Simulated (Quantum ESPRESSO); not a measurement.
# BN (F-43m) in Quantum ESPRESSO: a series of runs

One crystal, BN, is run at these levels: PBE; tasks: band structure.

Program: Quantum ESPRESSO 7.5. These are calculated values, not measurements. Logs are shortened: lines on timing, memory, paths and dates and some standing lists are left out, and cuts for length are marked.

**Measured values to compare with.**

From a printed reference work, monograph, for a bulk crystal of BN at 300 K: band gap 6.4 eV (indirect).

How close the calculation comes is told below.

### 1 The crystal as given

It takes space group F-43m (No. 216, cubic). The conventional cell has a = 3.626 Å, b = 3.626 Å, c = 3.626 Å, α = 90.00°, β = 90.00°, γ = 90.00°. N (site symmetry -43m) has 4 B at 1.57 Å as nearest neighbours. B (site symmetry -43m) has 4 N at 1.57 Å as nearest neighbours.

The cell is a database's computed one.

### 2 Band structure, PBE

pw.in reads:

```
&CONTROL
  calculation = 'scf'
  prefix = 'pwscf'
  outdir = './tmp'
  pseudo_dir = './pseudo'
  tprnfor = .true.
  tstress = .true.
  disk_io = 'low'
/
&SYSTEM
  ibrav = 0
  nat = 2
  ntyp = 2
  ecutwfc = 91
  nbnd = 9
  occupations = 'smearing'
  smearing = 'fd'
  degauss = 0.00367493
/
&ELECTRONS
  conv_thr = 4d-10
  electron_maxstep = 120
  mixing_beta = 0.5
/
ATOMIC_SPECIES
N     14.0070 N.upf
B     10.8100 B.upf
CELL_PARAMETERS angstrom
   0.0000000000    1.8130010000    1.8130010000
   1.8130010000    0.0000000000    1.8130010000
   1.8130010000    1.8130010000    0.0000000000
ATOMIC_POSITIONS crystal
N      0.2500000000    0.2500000000    0.2500000000
B      0.0000000000    0.0000000000    0.0000000000
K_POINTS automatic
13 13 13 0 0 0
```

bands.in reads:

```
&CONTROL
  calculation = 'bands'
  prefix = 'pwscf'
  outdir = './tmp'
  pseudo_dir = './pseudo'
  disk_io = 'low'
  verbosity = 'high'
/
&SYSTEM
  ibrav = 0
  nat = 2
  ntyp = 2
  ecutwfc = 91
  nbnd = 9
  occupations = 'smearing'
  smearing = 'fd'
  degauss = 0.00367493
/
&ELECTRONS
  conv_thr = 1d-08
  electron_maxstep = 120
  mixing_beta = 0.5
  diago_full_acc = .true.
  startingwfc = 'random'
/
ATOMIC_SPECIES
N     14.0070 N.upf
B     10.8100 B.upf
CELL_PARAMETERS angstrom
   0.0000000000    1.8130010000    1.8130010000
   1.8130010000    0.0000000000    1.8130010000
   1.8130010000    1.8130010000    0.0000000000
ATOMIC_POSITIONS crystal
N      0.2500000000    0.2500000000    0.2500000000
B      0.0000000000    0.0000000000    0.0000000000
K_POINTS crystal
60
 0.0000000000  0.0000000000  0.0000000000 1
 0.0625000000  0.0000000000  0.0625000000 1
 0.1250000000  0.0000000000  0.1250000000 1
 0.1875000000  0.0000000000  0.1875000000 1
 0.2500000000  0.0000000000  0.2500000000 1
 0.3125000000  0.0000000000  0.3125000000 1
 0.3750000000  0.0000000000  0.3750000000 1
 0.4375000000  0.0000000000  0.4375000000 1
 0.5000000000  0.0000000000  0.5000000000 1
 0.5000000000  0.0625000000  0.5625000000 1
 0.5000000000  0.1250000000  0.6250000000 1
 0.5000000000  0.1875000000  0.6875000000 1
 0.5000000000  0.2500000000  0.7500000000 1
 0.4375000000  0.3125000000  0.7500000000 1
 0.3750000000  0.3750000000  0.7500000000 1
 0.3375000000  0.3375000000  0.6750000000 1
 0.3000000000  0.3000000000  0.6000000000 1
 0.2625000000  0.2625000000  0.5250000000 1
 0.2250000000  0.2250000000  0.4500000000 1
 0.1875000000  0.1875000000  0.3750000000 1
 0.1500000000  0.1500000000  0.3000000000 1
 0.1125000000  0.1125000000  0.2250000000 1
 0.0750000000  0.0750000000  0.1500000000 1
 0.0375000000  0.0375000000  0.0750000000 1
 0.0000000000  0.0000000000  0.0000000000 1
 0.0625000000  0.0625000000  0.0625000000 1
 0.1250000000  0.1250000000  0.1250000000 1
 0.1875000000  0.1875000000  0.1875000000 1
 0.2500000000  0.2500000000  0.2500000000 1
 0.3125000000  0.3125000000  0.3125000000 1
 0.3750000000  0.3750000000  0.3750000000 1
 0.4375000000  0.4375000000  0.4375000000 1
 0.5000000000  0.5000000000  0.5000000000 1
 0.5250000000  0.4500000000  0.5250000000 1
 0.5500000000  0.4000000000  0.5500000000 1
 0.5750000000  0.3500000000  0.5750000000 1
 0.6000000000  0.3000000000  0.6000000000 1
 0.6250000000  0.2500000000  0.6250000000 1
 0.5833333333  0.2500000000  0.6666666667 1
 0.5416666667  0.2500000000  0.7083333333 1
 0.5000000000  0.2500000000  0.7500000000 1
 0.5000000000  0.2857142857  0.7142857143 1
 0.5000000000  0.3214285714  0.6785714286 1
 0.5000000000  0.3571428571  0.6428571429 1
 0.5000000000  0.3928571429  0.6071428571 1
 0.5000000000  0.4285714286  0.5714285714 1
 0.5000000000  0.4642857143  0.5357142857 1
 0.5000000000  0.5000000000  0.5000000000 1
 0.4821428571  0.4821428571  0.5357142857 1
 0.4642857143  0.4642857143  0.5714285714 1
 0.4464285714  0.4464285714  0.6071428571 1
 0.4285714286  0.4285714286  0.6428571429 1
 0.4107142857  0.4107142857  0.6785714286 1
 0.3928571429  0.3928571429  0.7142857143 1
 0.3750000000  0.3750000000  0.7500000000 1
 0.6250000000  0.2500000000  0.6250000000 1
 0.5937500000  0.1875000000  0.5937500000 1
 0.5625000000  0.1250000000  0.5625000000 1
 0.5312500000  0.0625000000  0.5312500000 1
 0.5000000000  0.0000000000  0.5000000000 1
```

Potentials or basis: Ansatz NC SR PBE.

Launch:

```sh
$ OMP_NUM_THREADS=1 pw.x -in pw.in > pw.out
$ OMP_NUM_THREADS=1 pw.x -in bands.in > bands.out
```

pw.out:

```text
[... set-up lines left out ...]
     Self-consistent Calculation

     iteration #  1     ecut=    91.00 Ry     beta= 0.50
     Davidson diagonalization with overlap
     ethr =  1.00E-02,  avg # of iterations =  5.2

     total energy              =     -27.73638362 Ry
     estimated scf accuracy    <       0.21563288 Ry

     iteration #  2     ecut=    91.00 Ry     beta= 0.50
     Davidson diagonalization with overlap
     ethr =  2.70E-03,  avg # of iterations =  1.3

     total energy              =     -27.77610163 Ry
     estimated scf accuracy    <       0.02272576 Ry

     iteration #  3     ecut=    91.00 Ry     beta= 0.50
     Davidson diagonalization with overlap
     ethr =  2.84E-04,  avg # of iterations =  1.0

     total energy              =     -27.77828576 Ry
     estimated scf accuracy    <       0.00345470 Ry

     iteration #  4     ecut=    91.00 Ry     beta= 0.50
     Davidson diagonalization with overlap
     ethr =  4.32E-05,  avg # of iterations =  1.2

     total energy              =     -27.77843863 Ry
     estimated scf accuracy    <       0.00005714 Ry

     iteration #  5     ecut=    91.00 Ry     beta= 0.50
     Davidson diagonalization with overlap
     ethr =  7.14E-07,  avg # of iterations =  3.1

     total energy              =     -27.77845067 Ry
     estimated scf accuracy    <       0.00000765 Ry

     iteration #  6     ecut=    91.00 Ry     beta= 0.50
     Davidson diagonalization with overlap
     ethr =  9.56E-08,  avg # of iterations =  1.0

     total energy              =     -27.77845208 Ry
     estimated scf accuracy    <       0.00000002 Ry

     iteration #  7     ecut=    91.00 Ry     beta= 0.50
     Davidson diagonalization with overlap
     ethr =  2.28E-10,  avg # of iterations =  2.8

     total energy              =     -27.77845209 Ry
     estimated scf accuracy    <       0.00000002 Ry

     iteration #  8     ecut=    91.00 Ry     beta= 0.50
     Davidson diagonalization with overlap
     ethr =  2.28E-10,  avg # of iterations =  1.0

     End of self-consistent calculation

          k = 0.0000 0.0000 0.0000 (  1243 PWs)   bands (ev):

    -9.1104  11.0196  11.0196  11.0196  19.8072  19.8072  19.8072  21.2304
    35.6121

          k = 0.0544 0.0544-0.0544 (  1209 PWs)   bands (ev):

    -8.9674  10.2377  10.8660  10.8660  19.9797  20.0406  20.0406  21.7208
    35.4547

          k = 0.1088 0.1088-0.1088 (  1197 PWs)   bands (ev):

    -8.5432   8.3868  10.4814  10.4814  20.2496  20.6044  20.6044  22.9182
    34.9965

          k = 0.1632 0.1632-0.1632 (  1185 PWs)   bands (ev):

    -7.8538   6.1483  10.0160  10.0160  20.5150  21.1957  21.1957  24.1969
    34.4650

          k = 0.2176 0.2176-0.2176 (  1170 PWs)   bands (ev):

    -6.9397   3.9081   9.5918   9.5918  20.7592  21.5649  21.5649  25.2002
    34.1599

          k = 0.2720 0.2720-0.2720 (  1176 PWs)   bands (ev):

    -5.9076   1.9315   9.2804   9.2804  20.9447  21.6841  21.6841  25.8448
    34.1641

          k = 0.3264 0.3264-0.3264 (  1176 PWs)   bands (ev):

    -5.0739   0.6100   9.1176   9.1176  21.0429  21.6873  21.6873  26.1530
    34.3198

          k = 0.1088-0.0000 0.0000 (  1203 PWs)   bands (ev):

    -8.9199  10.5095  10.5516  10.5516  19.5039  20.4340  20.4340  21.7823
    34.1098

          k = 0.1632 0.0544-0.0544 (  1190 PWs)   bands (ev):

    -8.5895   9.0101  10.0614  10.4577  19.5287  20.9382  21.1282  22.6328
    32.5114

          k = 0.2176 0.1088-0.1088 (  1186 PWs)   bands (ev):

    -7.9883   6.9172   9.5564  10.1028  19.9317  21.3089  21.8211  23.7560
    31.7875

          k = 0.2720 0.1632-0.1632 (  1181 PWs)   bands (ev):

    -7.1466   4.6973   9.1485   9.6255  20.3770  21.6040  22.2496  24.7132
    32.0276

          k = 0.3264 0.2176-0.2176 (  1176 PWs)   bands (ev):

    -6.1412   2.6362   8.8978   9.1586  20.7028  21.7417  22.3435  25.5359
    32.7978

          k = 0.3807 0.2720-0.2720 (  1178 PWs)   bands (ev):

    -5.1928   1.0563   8.7859   8.8289  20.9373  21.7529  22.2260  26.1520
    33.4333

          k =-0.2720-0.3807 0.3807 (  1176 PWs)   bands (ev):

    -4.8582   0.5611   8.5577   8.9427  21.1546  21.7095  22.0461  26.3588
    33.7240

          k =-0.2176-0.3264 0.3264 (  1179 PWs)   bands (ev):

    -5.4770   1.5005   8.5028   9.2225  21.3083  21.6965  21.8585  26.0736
    33.7586

          k =-0.1632-0.2720 0.2720 (  1176 PWs)   bands (ev):

    -6.4864   3.2891   8.6346   9.6340  21.2004  21.6020  21.8108  25.3950
    33.6532

          k =-0.1088-0.2176 0.2176 (  1189 PWs)   bands (ev):

    -7.4511   5.4262   8.9504  10.1180  20.9237  21.1717  21.7520  24.4983
    33.5252

          k =-0.0544-0.1632 0.1632 (  1185 PWs)   bands (ev):

    -8.2178   7.6121   9.4316  10.5774  20.5484  20.5957  21.3402  23.4665
    33.3576

          k = 0.0000-0.1088 0.1088 (  1193 PWs)   bands (ev):

    -8.7307   9.4174  10.1000  10.8712  20.1225  20.1326  20.7358  22.3881
    34.6105

          k = 0.2176-0.0000 0.0000 (  1187 PWs)   bands (ev):

    -8.3553   9.2180   9.4864   9.4864  18.8691  21.9657  21.9657  22.7083
    30.6531

          k = 0.2720 0.0544-0.0544 (  1184 PWs)   bands (ev):

    -7.8488   7.5596   8.9270   9.3112  18.8054  22.5176  22.8192  23.2951
    29.8991

          k = 0.3264 0.1088-0.1088 (  1182 PWs)   bands (ev):

    -7.0942   5.5265   8.4954   8.8957  19.1615  22.8814  23.4105  23.7681
    30.2885

          k = 0.3807 0.1632-0.1632 (  1185 PWs)   bands (ev):

    -6.1497   3.5142   8.2508   8.3305  19.5614  23.0691  23.6067  24.4877
    31.1634

          k = 0.4351 0.2176-0.2176 (  1175 PWs)   bands (ev):

    -5.1721   1.8192   7.7796   8.2172  19.8789  23.0467  23.4797  25.6051
    31.7780

          k =-0.2176-0.4351 0.4351 (  1171 PWs)   bands (ev):

    -4.5841   0.9359   7.3488   8.3933  20.2218  22.9490  23.1845  26.4723
    32.0469

          k =-0.1632-0.3807 0.3807 (  1176 PWs)   bands (ev):

    -4.9049   1.4073   7.1029   8.7560  20.6736  22.7815  22.8137  26.4369
    32.5314

          k =-0.1088-0.3264 0.3264 (  1172 PWs)   bands (ev):

    -5.8196   2.8962   7.0868   9.2583  21.1948  22.3521  22.5148  25.6310
    33.1311

          k =-0.0544-0.2720 0.2720 (  1185 PWs)   bands (ev):

    -6.8001   4.7777   7.3557   9.8201  21.5681  21.7441  22.1082  24.6904
    33.3149

          k = 0.0000-0.2176 0.2176 (  1189 PWs)   bands (ev):

    -7.6260   6.5191   8.0906  10.3151  21.0664  21.2520  21.7624  24.0290
    32.4137

          k = 0.3264-0.0000 0.0000 (  1190 PWs)   bands (ev):

    -7.4408   7.5137   8.3131   8.3131  18.0269  22.7101  23.8830  23.8830
    29.1660

          k = 0.3807 0.0544-0.0544 (  1186 PWs)   bands (ev):

    -6.7840   6.0658   7.8350   7.9083  17.8943  22.4800  24.5873  24.7177
    29.5911

          k = 0.4351 0.1088-0.1088 (  1183 PWs)   bands (ev):

    -5.9263   4.3380   7.2857   7.5576  18.2168  22.8164  24.8455  25.1275
    30.4992
[... 153 lines left out ...]
    -6.0763   5.0871   6.9290   7.5839  17.7863  22.1817  24.9747  25.8367
    30.1394

          k = 0.4895 0.1632-0.0544 (  1178 PWs)   bands (ev):

    -5.2124   3.8130   6.2393   7.1181  18.2114  22.5542  24.9632  26.5498
    30.7030

          k =-0.1632-0.4895 0.5983 (  1181 PWs)   bands (ev):

    -4.3611   2.6196   5.5530   6.9491  18.7473  23.5883  24.8799  26.7972
    30.5479

          k =-0.1088-0.4351 0.5439 (  1176 PWs)   bands (ev):

    -3.8935   2.0155   4.9576   7.1496  19.2952  23.9794  25.5320  26.8489
    29.6474

          k =-0.0544-0.3807 0.4895 (  1173 PWs)   bands (ev):

    -4.1695   2.3632   4.6738   7.6137  19.9352  23.4584  25.6478  26.8309
    29.6151

          k = 0.0000-0.3264 0.4351 (  1178 PWs)   bands (ev):

    -4.9548   3.1460   5.0525   8.2414  20.6685  22.5510  25.0299  25.8736
    30.8625

          k = 0.5439 0.1088 0.0000 (  1179 PWs)   bands (ev):

    -4.7506   3.6500   6.2185   6.4500  16.9102  21.3250  26.6757  27.5938
    30.8911

          k =-0.1088-0.5439 0.6527 (  1178 PWs)   bands (ev):

    -4.0178   2.9662   5.2215   6.2810  17.5205  22.0269  26.5096  27.9791
    30.8118

          k =-0.0544-0.4895 0.5983 (  1172 PWs)   bands (ev):

    -3.5590   2.7590   4.0716   6.4926  18.2814  23.4839  26.0956  27.7457
    29.9568

          k = 0.0000-0.4351 0.5439 (  1171 PWs)   bands (ev):

    -3.6334   2.8595   3.5733   6.9614  19.0727  24.5853  25.7265  27.3570
    28.9533

          k =-0.0544-0.5983 0.7071 (  1178 PWs)   bands (ev):

    -3.6939   2.5080   5.8300   5.8874  16.3905  20.9139  27.9479  28.5734
    31.2569

          k = 0.0000-0.5439 0.6527 (  1173 PWs)   bands (ev):

    -3.4559   2.5572   4.7771   6.0457  17.2679  21.8575  27.3702  28.3379
    30.7595

          k = 0.4351 0.2176 0.0000 (  1182 PWs)   bands (ev):

    -5.6260   4.0692   6.0513   8.0073  19.6742  22.8565  23.8564  25.7932
    30.6523

          k =-0.2176-0.4351 0.6527 (  1181 PWs)   bands (ev):

    -4.7265   2.9388   5.4890   7.3845  20.2347  22.6226  24.6120  26.6164
    30.4184

          k =-0.1632-0.3807 0.5983 (  1182 PWs)   bands (ev):

    -4.0486   2.0287   5.3622   6.9627  20.4630  22.5428  25.6292  27.0585
    29.5149

          k =-0.1632-0.4895 0.7071 (  1187 PWs)   bands (ev):

    -4.4167   3.2808   5.3724   6.3872  18.8861  22.8393  24.7614  27.6126
    30.4636

          k =-0.1088-0.4351 0.6527 (  1176 PWs)   bands (ev):

    -3.7572   2.8051   4.6964   5.9471  19.6422  23.6091  24.7416  27.6860
    29.7883

          k =-0.0544-0.3807 0.5983 (  1177 PWs)   bands (ev):

    -3.5707   2.7021   4.2112   6.0957  20.2169  23.5157  25.7235  26.9540
    29.2771

          k = 0.0000-0.3264 0.5439 (  1182 PWs)   bands (ev):

    -3.9847   2.8718   4.4065   6.6453  20.5634  22.8592  25.1835  27.5183
    29.2916

          k =-0.0544-0.4895 0.7071 (  1177 PWs)   bands (ev):

    -3.5202   2.8426   5.0331   5.2429  18.4301  22.6352  26.0716  28.0462
    30.4909

          k = 0.0000-0.4351 0.6527 (  1174 PWs)   bands (ev):

    -3.3535   3.1260   3.9701   5.4486  19.4319  23.8899  25.3237  27.1629
    30.0960

          k =-0.0544-0.3807 0.7071 (  1176 PWs)   bands (ev):

    -3.3685   3.2434   4.1334   5.0298  20.4522  23.9560  25.0508  26.4601
    30.0079

     the Fermi energy is    13.2509 ev

!    total energy              =     -27.77845209 Ry
     estimated scf accuracy    <          2.8E-10 Ry
     smearing contrib. (-TS)   =       0.00000000 Ry
     internal energy E=F+TS    =     -27.77845209 Ry

     The total energy is F=E-TS. E is the sum of the following terms:
     one-electron contribution =       4.63679924 Ry
     hartree contribution      =       3.64201505 Ry
     xc contribution           =      -9.79640358 Ry
     ewald contribution        =     -26.26086280 Ry

     convergence has been achieved in   8 iterations

     Forces acting on atoms (cartesian axes, Ry/au):

     atom    1 type  1   force =     0.00000000    0.00000000    0.00000000
     atom    2 type  2   force =    -0.00000000   -0.00000000    0.00000000

     Total force =     0.000000     Total SCF correction =     0.000000

     Computing stress (Cartesian axis) and pressure

          total   stress  (Ry/bohr**3)                   (kbar)     P=       -2.63
  -0.00001791  -0.00000000  -0.00000000           -2.63       -0.00       -0.00
  -0.00000000  -0.00001791  -0.00000000           -0.00       -2.63       -0.00
  -0.00000000  -0.00000000  -0.00001791           -0.00       -0.00       -2.63

=------------------------------------------------------------------------------=
   JOB DONE.
=------------------------------------------------------------------------------=
```

Wall time 28 s (1 thread of Intel Xeon Platinum 8259CL at 2.50GHz (Skylake/Cascade Lake), shared host); peak memory 0.09 GiB.

What came out:

```yaml
Free_energy: -377.9451 eV
Pressure: -0.3 GPa
Band_gap_on_the_k_mesh: 4.53 eV, indirect (least direct gap 8.79 eV)
Band_gap_along_the_path: 4.46 eV, indirect (least direct gap 8.79 eV)
```

Levels at the corners of the path, in eV from the valence-band top:
```tsv
point	band 1	band 2	band 3	band 4	band 5	band 6	band 7	band 8	band 9
Γ	-20.13	0.00	0.00	0.00	8.79	8.79	8.79	10.21	24.59
X	-14.60	-8.86	-4.86	-4.86	4.46	9.18	17.80	17.80	20.63
W	-14.30	-7.54	-6.90	-6.44	9.56	13.21	14.45	14.53	19.17
K	-14.52	-8.08	-7.59	-4.04	6.89	12.79	15.72	16.56	18.57
Γ	-20.13	0.00	0.00	0.00	8.79	8.79	8.79	10.21	24.59
L	-15.96	-10.61	-1.92	-1.92	10.04	10.67	10.67	15.17	23.33
U	-14.52	-8.08	-7.59	-4.04	6.89	12.79	15.72	16.56	18.57
W	-14.30	-7.54	-6.90	-6.44	9.56	13.21	14.45	14.53	19.17
L	-15.96	-10.61	-1.92	-1.92	10.04	10.67	10.67	15.17	23.33
K	-14.52	-8.08	-7.59	-4.04	6.89	12.79	15.72	16.56	18.57
U	-14.52	-8.08	-7.59	-4.04	6.89	12.79	15.72	16.56	18.57
X	-14.60	-8.86	-4.86	-4.86	4.46	9.18	17.80	17.80	20.63
```

(Part 1 of 3 ends here.)
